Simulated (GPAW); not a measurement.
**K2S (Fm-3m): one start, several treatments of the self-energy**

How much does the gap of K2S (Fm-3m) depend on the approximation to the self-energy?

Calculated with GPAW 26.7.0; PBE and many-body steps on it, plane waves.

## 1. The structure

The structure is cubic, space group Fm-3m (No. 225). The conventional cell has a = 7.391 Å, b = 7.391 Å, c = 7.391 Å, α = 90.00°, β = 90.00°, γ = 90.00°. K has 4 S at 3.20 Å nearest. Nearest to S lie 8 K at 3.20 Å. Farther neighbours and most contacts between anions are not listed.

Structure file:

```
K S
1.0
     0.00000    3.69550    3.69550
     3.69550    0.00000    3.69550
     3.69550    3.69550    0.00000
K S
2 1
Direct
  0.25000 0.25000 0.25000
  0.75000 0.75000 0.75000
  0.00000 0.00000 0.00000
```

The cell and positions come from the Crystallography Open Database and are kept as given unless a step says otherwise.

## 2. Empty states on the mesh, 4×4×4 mesh, 130 bands

This step: GPAW 26.7.0; DFT, PBE, plane waves, PAW.

The sums over transitions need many empty states on a uniform mesh; this step solves for them.

File run.py:

```python
import json
import numpy as np
from gpaw.mpi import world
from gpaw import GPAW

calc = GPAW('gs.gpw').fixed_density(kpts={'size': (4, 4, 4), 'gamma': True},
    nbands=151,
    convergence={'bands': 130},
    txt='nscf.txt')
calc.write('full.gpw', mode='all')
res = {}
kpts = calc.get_ibz_k_points()
res['kpts'] = kpts
res['eigenvalues'] = [calc.get_eigenvalues(kpt=k) for k in range(len(kpts))]
res['n_electrons'] = calc.get_number_of_electrons()

if world.rank == 0:
    with open('result.json', 'w') as f:
        json.dump(res, f, default=lambda x: x.tolist())
```

Command:

```
$ mpirun -n 4 gpaw python run.py
```

Numbers of over 12 decimals in the logs are rounded to 6 here.

What it wrote:

```text
Diagonalizing LCAO Hamiltonian
Converting LCAO to pw mode
convergence criteria:
- Maximum integral of absolute [eigenst]ate change: 4e-08 eV^2 / valence electron
maximum number of iterations: 100

SCF iterations
|iter     |     time |      energy | eigst |  dens |
|iter:   1|  |             | +4.17 |       |
|iter:   2|  |             | +2.93 |       |
|iter:   3|  |             | +1.78 |       |
[...]
|iter:  12|  |             | -6.79 |       |
|iter:  13|  |             | -7.15 |       |
|iter:  14|  |             | -7.82c|       |
SCF steps: 14
  __  _  _
 | _ |_)|_||  |
 |__||  | ||/\| - 26.7.0

Input parameters:
  mode=PW(ecut=450.000000),
  convergence={'bands': 130},
  gpts=array([27, 27, 27]),
  kpts=MonkhorstPack(size=(4, 4, 4), gamma=True),
  maxiter=100,
  nbands=151,
  occupations=Occupations(name='fermi-dirac', width=0.001, fixmagmom=False),
  parallel={},
  xc=XC(name='PBE')
# Writing to full.gpw (mode='all')
  [... matrices ...]

timing:  # [seconds]
  Total: 0.033  # ━━━━━━━━━━━━━━━━━━━━━━━━━━━━━━━━━━━━━━━━━━━━━━━━━━━━━━━━━━━
```

Elapsed: 22 s, on 4 MPI ranks of Arm Neoverse V2, shared host; peak memory 0.79 GiB; 89 s of CPU time.

Numbers from this step:

```
gap                                                           : 2.399 eV
k of the valence top                                          : 0.5, 0.5, 0
k of the conduction bottom                                    : 0, 0, 0
least direct gap                                              : 2.596 eV
k points computed                                             : 8
lowest point of the top converged band, above the valence top : 57.6102 eV
```

On this mesh the gap is 2.399 eV.

## 3. G0W0, Godby-Needs plasmon pole

G0W0 replaces the xc potential by the self-energy, built once from these orbitals. Only a window of levels is corrected, while the sums run over the empty bands that the input names.

This step: G0W0 on PBE, plane waves, PAW.

File run.py:

```python
import json
import numpy as np
from gpaw.mpi import world
from gpaw.response.g0w0 import G0W0

gw = G0W0('full.gpw',
    filename='gw',
    kpts=[0, 5],
    bands=(10, 14),
    ecut=65,
    nbands=120,
    integrate_gamma='WS',
    ppa=True)
gw.calculate()
res = {mode: {k: v for k, v in r.items() if k != 'sigma_eskwn'}
       for mode, r in gw.all_results.items()}

if world.rank == 0:
    with open('result.json', 'w') as f:
        json.dump(res, f, default=lambda x: x.tolist())
```

Command:

```
$ mpirun -n 4 gpaw python run.py
```

What it wrote:

```text
Using integrator: PointIntegrator
FrequencyGridDescriptor(from 0.000+0.000j to 0.000+27.211j eV, 2 points)
Nonperiodic BCs:  [False False False]
Using integrator: PointIntegrator
FrequencyGridDescriptor(from 0.000+0.000j to 0.000+27.211j eV, 2 points)
Nonperiodic BCs:  [False False False]
  ___  _ _ _
 |   || | | |
 | | || | | |
 |__ ||_____|
 |___|

BZ k-points: Symmetries present (total): 48

  [... matrices ...]
64 k-points: 4 x 4 x 4 Monkhorst-Pack grid + [1/8,1/8,1/8]
8 k-points in the irreducible part of the Brillouin zone
       k-points in crystal coordinates                weights
   0:     0.00000000    0.00000000    0.00000000          1/64
   1:     0.25000000    0.25000000    0.00000000          6/64
   2:     0.25000000    0.25000000    0.25000000          8/64
   3:     0.50000000    0.25000000   -0.25000000          6/64
   4:     0.50000000    0.25000000    0.25000000         12/64
   5:     0.50000000    0.50000000    0.00000000          3/64
   6:     0.50000000    0.50000000    0.25000000         24/64
   7:     0.50000000    0.50000000    0.50000000          4/64

Distributing spins, k-points and bands (1 x 2 x 4) over 4 processes
Number of blocks: 1

Quasi particle states:
k-points (IBZ indices): [0, 5]
Band range: (10, 14)
  [... matrices ...]
Computational parameters:
Plane wave cut-off: 65 eV
Number of bands: 120
Coulomb cutoff: None
Broadening: 0.1 eV

fxc modes: GW
Kernel: RPA
Using Godby-Needs plasmon-pole approximation:
  Fitting energy: i*E0, E0 = 1.000 Hartree
Summing all q:

Calculating screened Coulomb potential
No Coulomb truncation
FrequencyGridDescriptor(from 0.000+0.000j to 0.000+27.211j eV, 2 points)
Removing empty qpoint cache files...

Calculating chi0 body with:
    Ground state adapter containing:
    Number of spins: 1
    Number of kpoints: 64
    Number of irreducible kpoints: 8
    Number of completely occupied states: 12
    Number of partially occupied states: 12
    Occupied states memory: 3.604065 M / cpu

    Linear response parametrization:
    q_c: [0.0, 0.0, 0.0]
    Number of frequency points: 2
    Planewave cutoff: 65.0
    Number of bands: 120
    Number of planewaves: 113
    Broadening (eta): 1e-06
    comm.size: 4
    kncomm.size: 4
    blockcomm.size: 1

    Memory estimate of potentially large arrays:
        chi0_wGG: 0.389679 M / cpu
Integrating chi0 body.

Symmetries of q_c:
    Direct symmetries (Uq -> q): 48
    Indirect symmetries (TUq -> q): 0
In total 48 allowed symmetries.

  [... matrices ...]
8 groups of equivalent kpoints. 87.5% reduction.

Integral kind: response function
Integrating chi0 head and wings.

Symmetries of q_c:
    Direct symmetries (Uq -> q): 48
    Indirect symmetries (TUq -> q): 0
In total 48 allowed symmetries.

  [... matrices ...]
8 groups of equivalent kpoints. 87.5% reduction.

Integral kind: response function wings

Calculating chi0 body with:
    Ground state adapter containing:
    Number of spins: 1
    Number of kpoints: 64
    Number of irreducible kpoints: 8
    Number of completely occupied states: 12
    Number of partially occupied states: 12
    Occupied states memory: 3.604065 M / cpu

[... the further q-points ...]

Results:
f:      Occupation numbers
eps:     KS-eigenvalues [eV]
vxc:     KS vxc [eV]
exx:     Exact exchange [eV]
sigma:   Self-energies [eV]
dsigma:  Self-energy derivatives
Z:       Renormalization factors
qp:      QP-energies [eV]

k-point 0 (0): (0.000, 0.000, 0.000)                GW
band       f     eps     vxc     exx   sigma  dsigma       Z      qp
                                                                   GW
  10   1.000   1.224 -13.133 -16.427   1.866  -0.257   0.796   0.087
  11   1.000   1.224 -13.133 -16.427   1.866  -0.257   0.796   0.087
  12   0.000   3.819  -7.104  -3.975  -2.792  -0.171   0.854   4.107
  13   0.000   6.885  -9.325  -4.380  -3.244  -0.185   0.844   8.320

k-point 1 (5): (0.500, 0.500, 0.000)                GW
band       f     eps     vxc     exx   sigma  dsigma       Z      qp
                                                                   GW
  10   1.000   1.421 -13.719 -17.070   1.920  -0.257   0.796   0.282
  11   1.000   1.421 -13.719 -17.070   1.920  -0.257   0.796   0.282
  12   0.000   4.935  -6.284  -2.938  -2.838  -0.169   0.856   5.370
  13   0.000   6.725  -8.967  -4.421  -3.234  -0.183   0.845   7.834
```

Wall time 39 s (4 MPI ranks); peak memory 1.3 GiB; 2.6 min of CPU time.

This step gave:

* G0W0 gap on the points computed: 3.824 eV
* least direct G0W0 gap on the computed points: 4.019 eV
* Z at the valence top: 0.7956
* Z at the conduction bottom: 0.8539
* starting gap on the mesh: 2.399 eV
* k of the valence top: 0.5, 0.5, 0
* k of the conduction bottom: 0, 0, 0

The gap on the mesh goes from 2.40 eV to 3.82 eV, a correction of +1.43 eV.

## 4. G0W0, full frequency, Hilbert transform

run.py, as its differences from that of step 3:

```diff
@@ -12,3 +12,5 @@
     integrate_gamma='WS',
-    ppa=True)
+    frequencies={'type': 'nonlinear', 'domega0': 0.1, 'omega2': 15.0},
+    eta=0.1,
+    nblocksmax=True)
 gw.calculate()
```

Command:

```
$ mpirun -n 4 gpaw python run.py
```

What it wrote:

```text
Using integrator: PointIntegrator
NonLinearFrequencyDescriptor(from 0.000 to 85.064 eV, 255 points)
Nonperiodic BCs:  [False False False]
Using integrator: PointIntegrator
NonLinearFrequencyDescriptor(from 0.000 to 85.064 eV, 255 points)
Nonperiodic BCs:  [False False False]
  ___  _ _ _
 |   || | | |
 | | || | | |
 |__ ||_____|
 |___|

BZ k-points: Symmetries present (total): 48

  [... matrices ...]
64 k-points: 4 x 4 x 4 Monkhorst-Pack grid + [1/8,1/8,1/8]
8 k-points in the irreducible part of the Brillouin zone
       k-points in crystal coordinates                weights
   0:     0.00000000    0.00000000    0.00000000          1/64
   1:     0.25000000    0.25000000    0.00000000          6/64
   2:     0.25000000    0.25000000    0.25000000          8/64
[...]
6:     0.50000000    0.50000000    0.25000000         24/64
   7:     0.50000000    0.50000000    0.50000000          4/64

Distributing spins, k-points and bands (1 x 2 x 4) over 1 process
Number of blocks: 4

Quasi particle states:
k-points (IBZ indices): [0, 5]
Band range: (10, 14)
  [... matrices ...]
Computational parameters:
Plane wave cut-off: 65 eV
Number of bands: 120
Coulomb cutoff: None
Broadening: 0.1 eV

fxc modes: GW
Kernel: RPA
Using full-frequency real axis integration
Summing all q:

Calculating screened Coulomb potential
No Coulomb truncation
NonLinearFrequencyDescriptor(from 0.000 to 85.064 eV, 255 points)
Removing empty qpoint cache files...

Calculating chi0 body with:
    Ground state adapter containing:
    Number of spins: 1
    Number of kpoints: 64
    Number of irreducible kpoints: 8
    Number of completely occupied states: 12
    Number of partially occupied states: 12
    Occupied states memory: 3.604065 M / cpu

    Linear response parametrization:
    q_c: [0.0, 0.0, 0.0]
    Number of frequency points: 255
    Planewave cutoff: 65.0
    Number of bands: 120
    Number of planewaves: 113
    Broadening (eta): 0.1
    comm.size: 4
    kncomm.size: 1
    blockcomm.size: 4

    Memory estimate of potentially large arrays:
        chi0_wGG: 12.421017 M / cpu
Integrating chi0 body.

Symmetries of q_c:
    Direct symmetries (Uq -> q): 48
    Indirect symmetries (TUq -> q): 0
In total 48 allowed symmetries.

  [... matrices ...]
8 groups of equivalent kpoints. 87.5% reduction.

Integral kind: spectral function
Integrating chi0 head and wings.

Symmetries of q_c:
    Direct symmetries (Uq -> q): 48
    Indirect symmetries (TUq -> q): 0
In total 48 allowed symmetries.

  [... matrices ...]
8 groups of equivalent kpoints. 87.5% reduction.

Integral kind: spectral function wings

Calculating chi0 body with:
    Ground state adapter containing:
    Number of spins: 1
    Number of kpoints: 64
    Number of irreducible kpoints: 8
    Number of completely occupied states: 12
    Number of partially occupied states: 12
    Occupied states memory: 3.604065 M / cpu

[... the further q-points ...]

Results:
f:      Occupation numbers
eps:     KS-eigenvalues [eV]
vxc:     KS vxc [eV]
exx:     Exact exchange [eV]
sigma:   Self-energies [eV]
dsigma:  Self-energy derivatives
Z:       Renormalization factors
qp:      QP-energies [eV]

k-point 0 (0): (0.000, 0.000, 0.000)                GW
band       f     eps     vxc     exx   sigma  dsigma       Z      qp
                                                                   GW
  10   1.000   1.224 -13.133 -16.427   1.921  -0.369   0.731   0.220
  11   1.000   1.224 -13.133 -16.427   1.921  -0.369   0.731   0.220
  12   0.000   3.819  -7.104  -3.975  -2.719  -0.210   0.827   4.158
[...]
k-point 1 (5): (0.500, 0.500, 0.000)                GW
band       f     eps     vxc     exx   sigma  dsigma       Z      qp
                                                                   GW
[...]
12   0.000   4.935  -6.284  -2.938  -2.773  -0.218   0.821   5.405
  13   0.000   6.725  -8.967  -4.421  -3.166  -0.229   0.814   7.849
```

Elapsed: 55 s, on 4 MPI ranks; peak memory 1.4 GiB; 3.7 min of CPU time.

This step gave:

* G0W0 gap on the points computed: 3.797 eV
* least direct G0W0 gap on the computed points: 3.938 eV
* Z at the valence top: 0.7631
* Z at the conduction bottom: 0.8265
* starting gap on the mesh: 2.399 eV
* k of the valence top: 0.5, 0.5, 0
* k of the conduction bottom: 0, 0, 0

Against G0W0 in GPAW (4×4×4 mesh, 120 bands, screening to 65 eV, Godby-Needs plasmon pole), the gap moves by −0.027 eV.

## 5. G0W0, multipole

run.py, as its differences from that of step 4:

```diff
@@ -12,5 +12,3 @@
     integrate_gamma='WS',
-    frequencies={'type': 'nonlinear', 'domega0': 0.1, 'omega2': 15.0},
-    eta=0.1,
-    nblocksmax=True)
+    mpa={'npoles': 4, 'wrange': [0, 40], 'varpi': 20.0, 'eta0': 0.01, 'eta_rest': 1.0, 'alpha': 1})
 gw.calculate()
```

Command:

```
$ mpirun -n 4 gpaw python run.py
```

What it wrote:

```text
Using integrator: PointIntegrator
FrequencyGridDescriptor(from 0.000+0.010j to 40.000+20.000j eV, 8 points)
Nonperiodic BCs:  [False False False]
Using integrator: PointIntegrator
FrequencyGridDescriptor(from 0.000+0.010j to 40.000+20.000j eV, 8 points)
Nonperiodic BCs:  [False False False]
  ___  _ _ _
 |   || | | |
 | | || | | |
 |__ ||_____|
 |___|

BZ k-points: Symmetries present (total): 48

  [... matrices ...]
64 k-points: 4 x 4 x 4 Monkhorst-Pack grid + [1/8,1/8,1/8]
8 k-points in the irreducible part of the Brillouin zone
[...]
GW
  10   1.000   1.224 -13.133 -16.427   1.915  -0.317   0.759   0.177
  11   1.000   1.224 -13.133 -16.427   1.915  -0.317   0.759   0.177
  12   0.000   3.819  -7.104  -3.975  -2.720  -0.200   0.833   4.160
[...]
k-point 1 (5): (0.500, 0.500, 0.000)                GW
band       f     eps     vxc     exx   sigma  dsigma       Z      qp
                                                                   GW
[...]
12   0.000   4.935  -6.284  -2.938  -2.773  -0.206   0.829   5.410
  13   0.000   6.725  -8.967  -4.421  -3.170  -0.216   0.822   7.856
```

It took 52 s on 4 MPI ranks; peak memory 1.3 GiB; 3.4 min of CPU time.

This step gave:

```
G0W0 gap on the points computed              : 3.798 eV
least direct G0W0 gap on the computed points : 3.984 eV
starting gap on the mesh                     : 2.399 eV
k of the valence top                         : 0.5, 0.5, 0
k of the conduction bottom                   : 0, 0, 0
```

Against G0W0 in GPAW (4×4×4 mesh, 120 bands, screening to 65 eV, Godby-Needs plasmon pole), the gap moves by −0.026 eV.

## 6. Side by side

Times are wall times on 4 MPI ranks of Arm Neoverse V2, shared host, good to a factor of about two.

| run | mesh | bands | screening cutoff (eV) | DFT gap (eV) | gap on the mesh (eV) | direct (eV) | time |
| --- | --- | --- | --- | --- | --- | --- | --- |
| G0W0, Godby-Needs plasmon pole | 4×4×4 | 120 | 65 | 2.399 | 3.824 | 4.019 | 39 s |
| G0W0, full frequency, Hilbert transform | 4×4×4 | 120 | 65 | 2.399 | 3.797 | 3.938 | 55 s |
| G0W0, multipole | 4×4×4 | 120 | 65 | 2.399 | 3.798 | 3.984 | 52 s |

## 7. Outcome

| Property | Result |
| --- | --- |
| G0W0, Godby-Needs plasmon pole | 3.824 eV |
| G0W0, full frequency, Hilbert transform | 3.797 eV |
| G0W0, multipole | 3.798 eV |
| known limits | not at the basis limit |

G0W0, full frequency, Hilbert transform: −0.027 eV against G0W0, Godby-Needs plasmon pole. G0W0, multipole: −0.026 eV against G0W0, Godby-Needs plasmon pole. Bands and cutoff are finite, so the gap is not at the basis limit. The miss can reach some tenths of an eV and take either sign; the mesh is an error of its own. These stock PAW sets were not made for GW. In the G0W0 runs levels were corrected at 2 k points alone, so a gap called «on the mesh» is the least over those, and an edge elsewhere would be missed.

[Paths, hosts, dates, memory and timing lines, banners, echoed tables and standing remarks are left out of the program output.]

[Logs are printed without paths, hosts, clocks, repeated set-up lines and the standing remarks that a program may print on its own settings, such as how far it seeks lower states.]

[Runs of the session that timed out or met a known fault of the program may be left out.]

[Hosts, paths, dates, database ids (printed as entryN), source tags and the programs' standing remarks are cut or masked in the printed files.]
